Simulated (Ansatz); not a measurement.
SiO2:

```
CELL_PARAMETERS angstrom
-2.83790 2.83790 5.66021
2.83790 -2.83790 5.66021
2.83790 2.83790 -5.66021
ATOMIC_POSITIONS crystal
Si 0.87500 0.26362 0.88862
Si 0.01362 0.62500 0.88862
Si 0.73638 0.12500 0.11138
Si 0.37500 0.98638 0.11138
O 0.63373 0.13373 0.50000
O 0.46788 0.96788 0.93575
O 0.03212 0.53212 0.06425
O 0.11627 0.11627 0.00000
O 0.88373 0.88373 0.00000
O 0.86627 0.36627 0.50000
O 0.28212 0.71788 0.00000
O 0.71788 0.28212 0.00000
```

The cell comes from a database or a generator and needn't be the stable form of this composition.

```yaml
Program: Ansatz 0.2.0
Task: relaxation of cell and atoms
Functional: r2SCAN
Dispersion: D3(BJ)
Potentials_or_basis: Ansatz PAW
Cutoff: "500 eV (not typed: the program's choice for these potentials)"
k_mesh: 7 × 7 × 7
Occupations: fermi-dirac, width 0.05 eV
Spin: no spin polarisation
```

At the start: volume 15.20 Å³/atom.

Q: Where does the relaxation end?

A: It ends after 6 steps and the volume is 14.59 Å³/atom (-4.0 %); space group I4_122 (No. 98, to 0.05 Å).

The path:
```csv
step,energy change (eV),largest force (eV/Å),volume (Å³)
1,0.0000,0.4447,182.34
2,-0.0693,0.2433,179.06
3,-0.0978,0.0386,175.11
4,-0.0982,0.0470,174.94
5,-0.0983,0.0025,175.04
6,-0.0954,0.0026,175.04
```

Final structure:
```
Si O
1.0
    -2.79303    2.79303    5.60937
     2.79303   -2.79303    5.60937
     2.79303    2.79303   -5.60937
Si O
4 8
Direct
  0.87500 0.26643 0.89143
  0.01643 0.62500 0.89143
  0.73357 0.12500 0.10857
  0.37500 0.98357 0.10857
  0.63491 0.13491 0.50000
  0.46509 0.96509 0.93017
  0.03491 0.53491 0.06983
  0.11509 0.11509 0.00000
  0.88491 0.88491 0.00000
  0.86509 0.36509 0.50000
  0.28491 0.71509 0.00000
  0.71509 0.28491 0.00000
```

Caveat: the plane-wave basis is chosen anew once the cell has moved, so the energies of steps on either side of that aren't comparable; the PAW data sets come from PBE, with cores solved anew for the run's functional, which leaves a small shift of forces and pressure; the dispersion damping was fitted for another functional or another form of the correction.
